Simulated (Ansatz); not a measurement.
The cell is the one relaxed in the Materials Project (mp-22867); entries there can be hypothetical.

RbBr: DFT, PBE, all-electron LAPW, scalar-relativistic (Ansatz 0.2.0).

The relaxation starts from this cell:

```xyz
2
Lattice="0.0000 3.4560 3.4560 3.4560 0.0000 3.4560 3.4560 3.4560 0.0000" Properties=species:S:1:pos:R:3 pbc="T T T"
Rb    0.0000    0.0000    0.0000
Br    3.4560    3.4560    3.4560
```

Output:

```
The last accepted step is kept in <dir> (removed where the run ends without a failure and the disk answers)
LAPW: plane waves up to 5.726 Å⁻¹, error target 1.0e-3 eV per atom; small_component_spin mean_spin; Br in spheres of 1.659 Å, 25 of its electrons in bands, Dirac shells []; Rb in spheres of 1.693 Å, 25 of its electrons in bands, Dirac shells []
Engine: ansatz 0.2.0
Pseudopotentials: kind: all_electron
Pseudopotential: Rb, LAPW, valence charge 25, Koelling and Harmon's equation, gaussian nucleus
Pseudopotential: Br, LAPW, valence charge 25, Koelling and Harmon's equation, gaussian nucleus
Functional definition: PBE
  parameter kappa = 0.804
  parameter beta = 0.06672455060314922
  exchange = pbe_x(kappa = kappa, mu = beta*pi^2/3)
  correlation = pbe_c(beta = beta)
Crystal: 2 atoms, lattice volume = 82.553 Å³
Basis set: ecut = 124.90158973613691 eV, 259 PW (Γ), exchange–correlation at level 2
Bands: 30, of which v1, the nominal top of the filled ones, is band 25 counted from 1 (24 counted from 0)
Symmetry: 48 space group operations
Space group: Fm-3m (ITA 225), of the structure as read, at distance tolerance 4.4e-5 Å
k-points: 16 of 216
Non-local potential: Rb, projectors of the file, none
Non-local potential: Br, projectors of the file, none
Initial density: superposition of atomic densities (chi_scale 0.1, normalization cell, long waves kept (reshape's long-wave potential 0.00 eV rms))
Initial wavefunctions: plane waves of lowest kinetic energy (no species holds an atomic orbital)
Functional: x = pbe(κ = 0.804, μ = 0.2195149727645171), c = pbe(β = 0.06672455060314922)
iter 1 solved again at ethr=9.38e-4 eV; its pass at ethr=1.00e-1 eV (dr2=4.69e-1 eV) is discarded
SCF iter   1: F=—  HF=-152051.520709 eV  |F-HF|=—  |Δ(HF+E_count)|=         —  Δρ=1.41e-2  dr2=4.69e-1  ethr=9.38e-4  ⟨swp⟩=2.1  Hψ=2786  notcnv=0
preconditioner: auto → none  [insulator: Δε(μ)=4.892 eV  Ē_g=13.786 eV  σ=0.020 eV  W_gap=1.00  n_scr=14 (ndim 8)  ℏωp=15.3 eV  f_vac=0.313  D(μ)=0.00/eV (n_scr^D=0)  ε∞_Penn≈2.2]
iter 2 solved again at ethr=4.38e-5 eV; its pass at ethr=9.38e-4 eV (dr2=2.19e-2 eV) is discarded
SCF iter   2: F=—  HF=-152051.286997 eV  |F-HF|=—  |Δ(HF+E_count)|=   2.34e-1  Δρ=3.21e-3  dr2=2.19e-2  ethr=4.38e-5  ⟨swp⟩=2.0  Hψ=2550  notcnv=0
SCF iter   3: F=—  HF=-152051.293518 eV  |F-HF|=—  |Δ(HF+E_count)|=   6.52e-3  Δρ=1.98e-3  dr2=8.94e-3  ethr=4.38e-5  ⟨swp⟩=2.9  Hψ=1577  notcnv=0
SCF iter   4: F=—  HF=-152051.299965 eV  |F-HF|=—  |Δ(HF+E_count)|=   6.45e-3  Δρ=3.06e-4  dr2=1.78e-4  ethr=1.79e-5  ⟨swp⟩=3.0  Hψ=1576  notcnv=0
SCF iter   5: F=—  HF=-152051.300278 eV  |F-HF|=—  |Δ(HF+E_count)|=   3.13e-4  Δρ=5.11e-5  dr2=4.07e-6  ethr=3.56e-7  ⟨swp⟩=2.9  Hψ=1576  notcnv=0
SCF iter   6: F=—  HF=-152051.300266 eV  |F-HF|=—  |Δ(HF+E_count)|=   1.20e-5  Δρ=3.62e-6  dr2=1.07e-8  ethr=8.14e-9  ⟨swp⟩=3.0  Hψ=1563  notcnv=0
SCF iter   7: F=-152051.300265 eV  HF=-152051.300265 eV  |F-HF|=1.91e-8  |Δ(HF+E_count)|=   2.97e-7  Δρ=1.36e-6  dr2=1.89e-9  ethr=2.15e-11  ⟨swp⟩=3.0  Hψ=1577  notcnv=0
SCF 1 converged in 7 iterations: F = -152051.300265 eV  dr2 = 1.89e-9
relax step   1: F+E_penalty+E_count = -152051.30026546 eV  Δ(F+E_penalty+E_count) = +0.000e0 eV  max|allowed force component| = 7.601e-32 eV/Å  Δτ_max = 0.0000 Å  P = +0.603 GPa  Ω = 82.553 Å³  (7 SCF iters, accepted)
Crystal: 2 atoms, lattice volume = 84.156 Å³
Basis set: ecut = 123.31019395341322 eV, 259 PW (Γ), exchange–correlation at level 2
Initial density: handed on by an earlier stage of this run
Initial wavefunctions: those handed on with the density
iter 1 solved again at ethr=1.57e-7 eV; its pass at ethr=1.00e-1 eV (dr2=7.86e-5 eV) is discarded
SCF iter   1: F=—  HF=-152051.305031 eV  |F-HF|=—  |Δ(HF+E_count)|=         —  Δρ=1.86e-4  dr2=8.25e-5  ethr=1.57e-7  ⟨swp⟩=5.1  Hψ=2459  notcnv=0
preconditioner: auto → none  [insulator: Δε(μ)=4.269 eV  Ē_g=13.598 eV  σ=0.020 eV  W_gap=1.00  n_scr=14 (ndim 8)  ℏωp=15.1 eV  f_vac=0.367  D(μ)=0.00/eV (n_scr^D=0)  ε∞_Penn≈2.2]
iter 2 solved again at ethr=2.60e-9 eV; its pass at ethr=1.57e-7 eV (dr2=1.30e-6 eV) is discarded
SCF iter   2: F=—  HF=-152051.304957 eV  |F-HF|=—  |Δ(HF+E_count)|=   7.39e-5  Δρ=2.33e-5  dr2=1.30e-6  ethr=2.60e-9  ⟨swp⟩=2.0  Hψ=2434  notcnv=0
SCF iter   3: F=—  HF=-152051.304921 eV  |F-HF|=—  |Δ(HF+E_count)|=   3.56e-5  Δρ=1.75e-5  dr2=7.93e-7  ethr=2.60e-9  ⟨swp⟩=2.9  Hψ=1474  notcnv=0
SCF iter   4: F=-152051.304922 eV  HF=-152051.304922 eV  |F-HF|=3.61e-9  |Δ(HF+E_count)|=   1.80e-7  Δρ=5.69e-6  dr2=8.12e-8  ethr=1.59e-9  ⟨swp⟩=2.9  Hψ=1473  notcnv=0
SCF 2 converged in 4 iterations: F = -152051.304922 eV  dr2 = 8.12e-8
relax step   2: F+E_penalty+E_count = -152051.30492153 eV  Δ(F+E_penalty+E_count) = -4.656e-3 eV  max|allowed force component| = 8.423e-32 eV/Å  Δτ_max = 0.0000 Å  P = +0.332 GPa  Ω = 84.156 Å³  (4 SCF iters, accepted)
Crystal: 2 atoms, lattice volume = 86.204 Å³
Basis set: ecut = 121.34962023071422 eV, 259 PW (Γ), exchange–correlation at level 2
iter 1 solved again at ethr=2.76e-7 eV; its pass at ethr=1.00e-1 eV (dr2=1.38e-4 eV) is discarded
SCF iter   1: F=—  HF=-152051.307329 eV  |F-HF|=—  |Δ(HF+E_count)|=         —  Δρ=2.40e-4  dr2=1.43e-4  ethr=2.76e-7  ⟨swp⟩=4.9  Hψ=2449  notcnv=0
preconditioner: auto → none  [insulator: Δε(μ)=4.216 eV  Ē_g=13.547 eV  σ=0.020 eV  W_gap=1.00  n_scr=14 (ndim 8)  ℏωp=15.0 eV  f_vac=0.385  D(μ)=0.00/eV (n_scr^D=0)  ε∞_Penn≈2.2]
iter 2 solved again at ethr=5.39e-9 eV; its pass at ethr=2.76e-7 eV (dr2=2.70e-6 eV) is discarded
SCF iter   2: F=—  HF=-152051.307205 eV  |F-HF|=—  |Δ(HF+E_count)|=   1.24e-4  Δρ=3.28e-5  dr2=2.69e-6  ethr=5.39e-9  ⟨swp⟩=2.0  Hψ=2434  notcnv=0
SCF iter   3: F=—  HF=-152051.307167 eV  |F-HF|=—  |Δ(HF+E_count)|=   3.77e-5  Δρ=2.40e-5  dr2=1.53e-6  ethr=5.38e-9  ⟨swp⟩=2.9  Hψ=1474  notcnv=0
SCF iter   4: F=—  HF=-152051.307168 eV  |F-HF|=—  |Δ(HF+E_count)|=   5.16e-7  Δρ=7.96e-6  dr2=1.64e-7  ethr=3.06e-9  ⟨swp⟩=2.9  Hψ=1475  notcnv=0
SCF iter   5: F=-152051.307168 eV  HF=-152051.307168 eV  |F-HF|=8.00e-9  |Δ(HF+E_count)|=   4.81e-8  Δρ=1.29e-6  dr2=3.64e-9  ethr=3.28e-10  ⟨swp⟩=2.9  Hψ=1480  notcnv=0
SCF 3 converged in 5 iterations: F = -152051.307168 eV  dr2 = 3.64e-9
relax step   3: F+E_penalty+E_count = -152051.30716786 eV  Δ(F+E_penalty+E_count) = -2.246e-3 eV  max|allowed force component| = 2.827e-30 eV/Å  Δτ_max = 0.0000 Å  P = +0.027 GPa  Ω = 86.204 Å³  (5 SCF iters, accepted)
iter 1 solved again at ethr=7.83e-12 eV; its pass at ethr=1.00e-1 eV (dr2=3.91e-9 eV) is discarded
SCF iter   1: F=—  HF=-152051.307202 eV  |F-HF|=—  |Δ(HF+E_count)|=         —  Δρ=1.42e-6  dr2=3.99e-9  ethr=7.83e-12  ⟨swp⟩=7.1  Hψ=2682  notcnv=0
preconditioner: auto → none  [insulator: Δε(μ)=4.196 eV  Ē_g=13.541 eV  σ=0.020 eV  W_gap=1.00  n_scr=14 (ndim 8)  ℏωp=15.0 eV  f_vac=0.385  D(μ)=0.00/eV (n_scr^D=0)  ε∞_Penn≈2.2]
SCF iter   2: F=-152051.307168 eV  HF=-152051.307168 eV  |F-HF|=3.78e-9  |Δ(HF+E_count)|=   3.43e-5  Δρ=6.71e-7  dr2=9.91e-10  ethr=7.83e-12  ⟨swp⟩=3.2  Hψ=1588  notcnv=0
SCF 4 converged in 2 iterations: F = -152051.307168 eV  dr2 = 9.91e-10
relax step   4: F+E_penalty+E_count = -152051.30716768 eV  Δ(F+E_penalty+E_count) = +1.808e-7 eV  max|allowed force component| = 2.827e-30 eV/Å  Δτ_max = 0.0000 Å  P = +0.027 GPa  Ω = 86.204 Å³  stress off target by 2.65e-2 GPa  SCF on the basis re-selected at this cell (its energy is not comparable with the rows above)  (2 SCF iters)
basis re-selected at this cell: Δ(F+E_penalty+E_count) = +1.808e-7 eV, ΔP = +0.000 GPa vs the last step (what re-selecting the basis moved, after the strain that the cell walked since its last selection, with what the two solves' SCF thresholds leave and, on support functions, any second-order correction that the steps lacked; it is no measure of the basis error at this ecutwfc). This SCF's stress stands 2.65e-2 GPa from its target on what of the cell is left free (relax.cell.stress_tol is 5.00e-2 GPa) and its largest allowed force component is 2.83e-30 eV/Å (relax.f_tol is 5.00e-3 eV/Å): within both
SCF converged after 2 iterations
Free energy (F): -152051.307168 eV
Harris-Foulkes:  -152051.307168 eV  (|F-HF|=3.78e-9)
Internal energy: -152051.307168 eV  (E = F + TS)
E sigma→0 (E₀):  -152051.307168 eV
Fermi energy:    4.255194 eV
--- Per-component energies (eV) ---
  E_band       = -4317.681084
  E_kinetic    = 156113.974815
  E_xc         = -5257.162688
  E_electrostatic = -302908.119295  (all electrons and nuclei)
  E_smearing   = -0.000000  (= −TS)
  E_closure    = 0.000000  (closes the sum)
  E_atoms      = -152045.227687  (free atoms, spherical and without spin; not in F)
  Σ components = -152051.307168   (vs F -152051.307168, Δ=0.00e0)
  Basis errors (estimates in eV, not in F): energy 4.1e-4 per atom: plane waves 3.6e-4 (2.0e-4 summed), levels above the bands 2.8e-132, relativity 2.9e-8, radial functions 5.2e-5, core shells 6.8e-8; eigenvalues (radial functions only) 4.7e-6; not estimated: angular momenta, meshes, grids; target (lapw.basis_error) 1.0e-3; muffin-tin radii Br 1.684 Å, Rb 1.717 Å
--- Forces (eV/Å), atoms counted from 1 ---
  atom   1  Rb    -0.00000000     0.00000000    -0.00000000
  atom   2  Br     0.00000000    -0.00000000     0.00000000
  max |Σ_I F_I| component: 4.86e-30 eV/Å
--- Stress (GPa, compression-positive) ---
        0.026534      -0.000000      -0.000000
       -0.000000       0.026534      -0.000000
       -0.000000      -0.000000       0.026534
  P = ⅓ Tr σ = 0.0265 GPa (0.265 kbar)
--- Relaxed structure (3 steps of the walk, 3 accepted, 1 SCFs on fresh bases) ---
  F+E_penalty+E_count = -152051.30716768 eV   max|allowed force component| = 2.827e-30 eV/Å   (the final SCF, on the basis selected at the relaxed cell)
  cell:  # Å, volume = 86.2039 Å³
    - [-1.3248574350401426e-33, 3.5061643371344666, 3.5061643371344666]
    - [3.5061643371344666, 2.541615367718929e-35, 3.5061643371344666]
    - [3.5061643371344666, 3.5061643371344666, 1.1974124277304638e-33]
  atoms:
    - { symbol: Rb, position: [-4.353745316152111e-36, 6.965992505842757e-36, 2.902496877434675e-36] }
    - { symbol: Br, position: [0.49999999999999994, 0.49999999999999994, 0.49999999999999994] }
```
